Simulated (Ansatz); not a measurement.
# HgTe under strain: Quadrupolar parameters

The cell is a structure deposited in the COD, relaxed with PBE at fixed cell and then changed (z stretched by 3 %, ions relaxed).

```
CELL_PARAMETERS angstrom
0.00000 2.92150 3.00915
2.92150 0.00000 3.00915
2.92150 2.92150 0.00000
ATOMIC_POSITIONS crystal
Hg 0.00000 0.00000 0.00000
Te 0.50000 0.50000 0.50000
```

Sites (sets of like atoms) are named by element and the number of their first atom in this list.

All values are calculated (Ansatz; DFT, PBE, plane waves and PAW, scalar-relativistic, 420 eV cutoff, Γ-centred 14×14×14 k-points, Fermi–Dirac smearing 0.05 eV), not measured.

Conventions: |V_zz| ≥ |V_yy| ≥ |V_xx|, η = (V_xx − V_yy)/V_zz, C_Q = eQV_zz/h. Directions are in the Cartesian axes of the cell vectors above, for the atom listed; none is given where the gradient is under 0.02 or η is above 0.95.

| site | first atom | first shell | V_zz (10²¹ V/m²) | η | direction of V_zz (x, y, z) |
| --- | --- | --- | --- | --- | --- |
| Hg | 1 | 6 Te at 2.92–3.01 Å | 3.12 | 0.00 | 0.00 0.00 1.00 |
| Te | 2 | 6 Hg at 2.92–3.01 Å | -7.18 | 0.00 | 0.00 0.00 1.00 |

An axis of threefold or higher order runs through Hg and Te, so V_zz lies along it and η is zero.

The run finds no gap above 0.1 eV (a metal, or nearly one), so the gradients can move by 10 % or more with the k-mesh. Spin–orbit coupling is left out, which shifts gradients on Hg by a few per cent in wide-gap crystals, and can shift them far more where the calculated gap is small or absent, as here. At this changed cell the PBE pressure is 8 GPa.
